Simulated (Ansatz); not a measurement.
**Bi2Se3 (Paraguanajuatite) under changes of volume**

One of the cells (28.378 Å³/atom); the others are scaled copies at fixed shape and fractional positions:

```
Bi Se
1.0
     2.07150    1.19598    9.54533
    -2.07150    1.19598    9.54533
     0.00000   -2.39196    9.54533
Bi Se
2 3
Cartesian
  0.0000 0.0000 17.1587
  0.0000 0.0000 11.4773
  0.0000 0.0000 22.5738
  0.0000 0.0000 6.0622
  0.0000 0.0000 0.0000
```

* Program: Ansatz 0.2.0
* Functional: RPBE
* Potentials or basis: Ansatz PAW
* Cutoff: 420 eV (not typed: the program's choice for these potentials)
* k mesh: 8 × 8 × 8
* Occupations: fermi-dirac, width 0.05 eV
* Spin: no spin polarisation

```csv
volume (Å³/atom),energy over the lowest point (meV/atom),pressure (GPa),gap on the mesh (eV),largest force (eV/Å)
26.675,94.59,9.2,0.23,0.690
27.243,65.43,7.3,0.26,0.500
27.810,42.37,5.7,0.27,0.323
28.378,24.82,4.2,0.29,0.161
28.946,?,?,?,?
29.513,4.10,1.7,0.32,0.138
30.081,0.00,0.6,0.34,0.270
```

**Question.** What does the run at 28.946 Å³/atom give?

**Answer.** Energy over the lowest point 12.22 meV/atom; pressure 2.9 GPa; gap on the mesh 0.31 eV; largest force 0.101 eV/Å.

Worked out: A Birch-Murnaghan fit of order 3 (a polynomial in V^(-2/3)) to the other rows has its minimum at 30.44 Å³/atom, just outside them, with B0 = V·E''(V) = 52 GPa and B' = 4.4 at fixed shape and positions, which overstates the stiffness. It gives 12.21 meV/atom at 28.946 Å³/atom, against the run's 12.22, and -dE/dV = 2.9 GPa, against 2.9. A straight line through the other rows of the gap, of slope 0.867 eV per unit of ln V (its deformation potential), gives 0.31 eV, against the run's 0.31.

Energies are extrapolated to zero smearing.

Caveats: spin-orbit coupling is left out, which as a rule narrows the gap of such compounds by several tenths of an eV; the PAW data sets come from PBE, with cores solved anew for the run's functional, which leaves a small shift of forces and pressure.

A mesh can miss the band edges.
